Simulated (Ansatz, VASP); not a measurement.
BaTiO3 in VASP and in Ansatz

File POSCAR:

```
BaTiO3
1.0
    2.8400536804      1.6397057569      2.3314328372
   -2.8400536804      1.6397057569      2.3314328372
    0.0000000000     -3.2794115137      2.3314328372
Ba Ti O
1 1 3
Direct
    0.0027851041      0.0027851041      0.0027851041
    0.5162478478      0.5162478478      0.5162478478
    0.4897536548      0.4897536548      0.9801597385
    0.4897536548      0.9801597385      0.4897536548
    0.9801597385      0.4897536548      0.4897536548
```

The input INCAR.step1:

```
SYSTEM = BaTiO3
  PREC = Accurate
  ENCUT = 520
  ISMEAR = 0
  SIGMA = 0.05
  LREAL = .False.
  LASPH = .True.
  NELM = 80
  NBANDS = 28
  GGA = PE
  ALGO = Normal
  EDIFF = 1E-4
  LWAVE = .True.
  LCHARG = .False.
```

The input INCAR.step2:

```
SYSTEM = BaTiO3
  PREC = Accurate
  ENCUT = 520
  EDIFF = 1E-6
  ISMEAR = 0
  SIGMA = 0.05
  LREAL = .False.
  LASPH = .True.
  NELM = 80
  ALGO = Normal
  ISIF = 2
  LWAVE = .False.
  LCHARG = .False.
  METAGGA = R2SCAN
  LMIXTAU = .True.
  NBANDS = 28
  ISTART = 1
```

The input KPOINTS:

```
Automatic mesh
0
Gamma
  6 6 6
  0 0 0
```

Input for Ansatz:

```yaml
crystal:
  lattice:
    - [2.8400536804, 1.6397057569, 2.3314328372]
    - [-2.8400536804, 1.6397057569, 2.3314328372]
    - [0.0, -3.2794115137, 2.3314328372]
  atoms:
    - { symbol: Ba, position: [0.0027851041, 0.0027851041, 0.0027851041] }
    - { symbol: Ti, position: [0.5162478478, 0.5162478478, 0.5162478478] }
    - { symbol: O, position: [0.4897536548, 0.4897536548, 0.9801597385] }
    - { symbol: O, position: [0.4897536548, 0.9801597385, 0.4897536548] }
    - { symbol: O, position: [0.9801597385, 0.4897536548, 0.4897536548] }
basis:
  ecutwfc: 500
kpoints:
  mp_grid: { grid: [6, 6, 6] }
hamiltonian:
  xc: r2scan
scf:
  occupations: { method: gaussian, width: 0.05 }
output:
  forces: true
  stress: true
  eigenvalues: true
```

Alike in both runs: task single point; functional r2SCAN; k mesh 6 × 6 × 6; occupations gaussian, width 0.05 eV; no spin polarisation.

```csv
,VASP,Ansatz
version,VASP 6.6.1,Ansatz 0.2.0
potentials or method,"VASP PAW PBE potentials, release 64 (Ba_sv, Ti_sv, O)","scalar-relativistic, plane waves, PAW"
plane-wave cutoff (eV),520,500
valence electrons in the cell,40,40
```

|  | VASP | Ansatz | Ansatz less VASP |
| --- | --- | --- | --- |
| gap on the k mesh at the Fermi level (eV) | 2.85 | 2.87 | +0.020 |
| least direct gap on the mesh (eV) | 3.31 | 3.29 | -0.019 |
| pressure (GPa) | 1.9 | 0.0 | -1.92 |
| largest component of the traceless stress (GPa) | 0.09 | 0.00 | -0.093 |
| rms of the force components (eV/Å) | 0.064 | 0.000 | -0.0644 |

Atom by atom the forces differ by 0.065 eV/Å (rms over components).

Caveats: the PAW data sets were made with another functional, which shifts forces and pressure a little (VASP); spin-orbit coupling is left out, which moves the levels of the heavy elements. r2SCAN opens gaps a little over a GGA but as a rule still falls short of measured ones. A k mesh can miss the band edges.
